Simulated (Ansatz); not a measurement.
The system is Sn.

```
CELL_PARAMETERS angstrom
-2.94014 2.94014 1.59930
2.94014 -2.94014 1.59930
2.94014 2.94014 -1.59930
ATOMIC_POSITIONS crystal
Sn 0.00000 0.00000 0.00000
Sn 0.75000 0.25000 0.50000
```

Base run:

* Program: Ansatz 0.2.0
* Functional: PBE
* Potentials or basis: all-electron LAPW, scalar-relativistic
* Cutoff: 208 eV (chosen from the basis error)
* Basis error allowed: 0.001 eV/atom
* k mesh: 9 × 9 × 9
* Occupations: gaussian, width 0.024 eV
* Spin: no spin polarisation

Its results: pressure 1.4 GPa.

The run is repeated on the same cell with these changes: functional from PBE to RPBE; occupations from gaussian, width 0.024 eV to fermi-dirac, width 0.05 eV. What comes out?

Pressure 2.9 GPa.
